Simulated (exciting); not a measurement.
# O K-edge absorption of BaO, all-electron BSE

How far do the exchange and direct terms reshape the O K edge of BaO?

Calculated with exciting sodium; X-ray absorption, core-level Bethe-Salpeter equation, exchange and statically screened direct term, Tamm-Dancoff, all-electron LAPW+lo LDA.

The database entry behind the starting cell differs from later determinations by our own check (about 0.7 % short), so it need not match the best structure at ambient conditions.

### Step 1. The starting structure

The structure is cubic, space group Fm-3m (No. 225). The conventional cell has a = 5.500 Å, b = 5.500 Å, c = 5.500 Å, α = 90.00°, β = 90.00°, γ = 90.00°. Nearest to Ba lie 6 O at 2.75 Å. Nearest to O lie 6 Ba at 2.75 Å. Farther neighbours and most contacts between anions are not listed.

As a file:

```
Ba O
1.0
     0.00000    2.75000    2.75000
     2.75000    0.00000    2.75000
     2.75000    2.75000    0.00000
Ba O
1 1
Direct
  0.00000 0.00000 0.00000
  0.50000 0.50000 0.50000
```

Differences between curves are given as r.m.s. difference over r.m.s. height.

### Step 2. The self-consistent potential

The species files are the program's own, with muffin-tin radii set in the input.

The input, input.xml:

```
<input>
  <title>BaO</title>
  <structure speciespath="." autormt="false" epslat="1.0e-5">
    <crystal>
      <basevect>0.0000000000 5.1967468418 5.1967468418</basevect>
      <basevect>5.1967468418 0.0000000000 5.1967468418</basevect>
      <basevect>5.1967468418 5.1967468418 0.0000000000</basevect>
    </crystal>
    <species speciesfile="Ba.xml" rmt="2.464">
      <atom coord="0.0000000000 0.0000000000 0.0000000000"/>
    </species>
    <species speciesfile="O.xml" rmt="2.300">
      <atom coord="0.5000000000 0.5000000000 0.5000000000"/>
    </species>
  </structure>
  <groundstate do="fromscratch" xctype="LDA_PW" ngridk="4 4 4" rgkmax="7" gmaxvr="14" nempty="8" swidth="0.001" maxscl="100" epsengy="1e-5"/>
</input>
```

On the command line:

```
$ OMP_NUM_THREADS=1 mpirun -n 4 exciting
```

The program printed:

```text
EXCITING SODIUM started
********************************************************************************
* Ground-state run starting from atomic densities                              *
********************************************************************************
+ Starting initialization                                                      +
 Lattice vectors (cartesian) :
      0.0000000000      5.1967468418      5.1967468418
      5.1967468418      0.0000000000      5.1967468418
      5.1967468418      5.1967468418      0.0000000000
 Reciprocal lattice vectors (cartesian) :
     -0.6045306322      0.6045306322      0.6045306322
      0.6045306322     -0.6045306322      0.6045306322
      0.6045306322      0.6045306322     -0.6045306322
 Unit cell volume                           :     280.6885377356
 Brillouin zone volume                      :       0.8837204948
 Species :    1 (Ba)
     parameters loaded from                 :    Ba.xml
     name                                   :    barium
     nuclear charge                         :     -56.00000000
     electronic charge                      :      56.00000000
     atomic mass                            :  250331.80700000
     muffin-tin radius                      :       2.46400000
     # of radial points in muffin-tin       :     600
     atomic positions (lattice) :
       1 :   0.00000000  0.00000000  0.00000000
 Species :    2 (O)
     parameters loaded from                 :    O.xml
     name                                   :    oxygen
     nuclear charge                         :      -8.00000000
     electronic charge                      :       8.00000000
     atomic mass                            :   29165.12203000
     muffin-tin radius                      :       2.30000000
     # of radial points in muffin-tin       :     250
     atomic positions (lattice) :
       1 :   0.50000000  0.50000000  0.50000000
 Total number of atoms per unit cell        :       2
 Spin treatment                             :    spin-unpolarised
 Number of Bravais lattice symmetries       :      48
 Number of crystal symmetries               :      48
 k-point grid                               :       4    4    4
 Total number of k-points                   :       8
 k-point set is reduced with crystal symmetries
 R^MT_min * |G+k|_max (rgkmax)              :       7.00000000
 Species with R^MT_min                      :       2 (O)
 Maximum |G+k| for APW functions            :       3.04347826
 Maximum |G| for potential and density      :      14.00000000
 G-vector grid sizes                        :      36    36    36
 Total number of G-vectors                  :   13107
 Maximum angular momentum used for
     APW functions                          :       8
     computing H and O matrix elements      :       8
     potential and density                  :       8
     inner part of muffin-tin               :       2
 Total nuclear charge                       :     -64.00000000
 Total electronic charge                    :      64.00000000
 Total core charge                          :      38.00000000
 Total valence charge                       :      26.00000000
 Number of empty states                     :       8
 Total number of valence states             :      22
 Maximum Hamiltonian size                   :     163
 Maximum number of plane-waves              :     144
 Total number of local-orbitals             :      19
 Exchange-correlation type                  :       3
     Perdew-Wang, Phys. Rev. B 45, 13244 (1992)
 Smearing scheme                            :    Gaussian
 Smearing width                             :       0.00100000
 Using multisecant Broyden potential mixing
+ Ending initialization                                                        +
********************************************************************************
* Groundstate module started                                                   *
********************************************************************************
 Output level for this task is set to normal
+ Self-consistent loop started                                                 +
 Density and potential initialised from atomic data
+ SCF iteration number :    1                                                  +
 Total energy                               :     -8204.52110495
 _______________________________________________________________
 Fermi energy                               :         0.18524606
 Kinetic energy                             :      8757.52992544
 Coulomb energy                             :    -16761.52522190
 Exchange energy                            :      -194.52887327
 Correlation energy                         :        -5.99693521
 DOS at Fermi energy (states/Ha/cell)       :         0.00000000
 Electron charges :
     core                                   :        38.00000000
     core leakage                           :         0.00005911
     valence                                :        26.00000000
     interstitial                           :         2.05607438
     charge in muffin-tin spheres :
                  atom     1    Ba          :        52.75460294
                  atom     2     O          :         9.18932267
     total charge in muffin-tins            :        61.94392562
     total charge                           :        64.00000000
 Estimated fundamental gap                  :         0.18158620
        valence-band maximum at    7      0.5000  0.5000  0.0000
     conduction-band minimum at    7      0.5000  0.5000  0.0000
[... further iterations ...]
| Convergence targets achieved. Performing final SCF iteration                 +
 Total energy                               :     -8208.06749060
 _______________________________________________________________
 Fermi energy                               :         0.23856123
 Kinetic energy                             :      8753.70803682
 Coulomb energy                             :    -16761.57950073
 Exchange energy                            :      -194.21431534
 Correlation energy                         :        -5.98171134
 DOS at Fermi energy (states/Ha/cell)       :         0.00000000
 Electron charges :
     core                                   :        38.00000000
     core leakage                           :         0.00005811
     valence                                :        26.00000000
     interstitial                           :         2.43392750
     charge in muffin-tin spheres :
                  atom     1    Ba          :        52.98126586
                  atom     2     O          :         8.58480664
     total charge in muffin-tins            :        61.56607250
     total charge                           :        64.00000000
 Estimated fundamental gap                  :         0.06718483
        valence-band maximum at    7      0.5000  0.5000  0.0000
     conduction-band minimum at    7      0.5000  0.5000  0.0000
+ Self-consistent loop stopped                                                 +
 STATE.OUT is written
********************************************************************************
* Groundstate module stopped                                                   *
********************************************************************************
 Total time spent (seconds)                 :        18.17
- CAUTION! Warnings have been written in file WARNING.OUT !                    -
| EXCITING SODIUM stopped                                                      =
```

The job ended after 20 s (4 MPI ranks of Arm Neoverse V1, shared host).

The warnings file holds hints only, no warning.

The mesh shows a gap of 1.83 eV. Core levels (Dirac, from the valence top):

```csv
atom,level,energy (eV)
Ba,2p3/2,-5149.2
Ba,3s1/2,-1231.7
Ba,3p1/2,-1089.4
Ba,3p3/2,-1015.7
Ba,3d3/2,-765.1
Ba,3d5/2,-749.4
Ba,4s1/2,-234.5
Ba,4p1/2,-182.8
Ba,4p3/2,-167.3
O,1s1/2,-499.7
```

### Step 3. A richer basis for the empty states

Each species file gets more local orbitals, built from u and its energy derivative at 0.15 Ha and u at 0.9 Ha.

input.xml is that of step 2.

The input, SPECIES.xml, added lines:

```
<lo l="L">  <!-- L = 0, 1, 2, and 3 from Cs on -->
  <wf matchingOrder="0" trialEnergy="0.1500" searchE="false"/>
  <wf matchingOrder="1" trialEnergy="0.1500" searchE="false"/>
  <wf matchingOrder="0" trialEnergy="0.9000" searchE="false"/>
</lo>
```

On the command line:

```
$ OMP_NUM_THREADS=1 mpirun -n 4 exciting
```

The program printed:

```text
EXCITING SODIUM started
********************************************************************************
* Ground-state run starting from atomic densities                              *
********************************************************************************
+ Starting initialization                                                      +
[... lattice and species ...]
 Spin treatment                             :    spin-unpolarised
 Number of Bravais lattice symmetries       :      48
[...]
+ Self-consistent loop stopped                                                 +
 STATE.OUT is written
********************************************************************************
* Groundstate module stopped                                                   *
********************************************************************************
 Total time spent (seconds)                 :        14.55
- CAUTION! Warnings have been written in file WARNING.OUT !                    -
| EXCITING SODIUM stopped                                                      =
[key lines of the parts left out:]
Total energy                               :     -8208.06913157
Fermi energy                               :         0.23936941
```

The job ended after 16 s (4 MPI ranks).

Against the first ground state the total energy moves by -22 meV an atom and the gap by -0.01 eV.

[end of part 1 of 3]

[Banner, clock and machine lines of the logs are left out without a mark of their own.]

[Logs are printed without paths, hosts, clocks, repeated set-up lines and the standing remarks that a program may print on its own settings, such as how far it seeks lower states.]

[Hosts, paths, dates, database ids (printed as entryN), source tags and the programs' standing remarks are cut or masked in the printed files.]
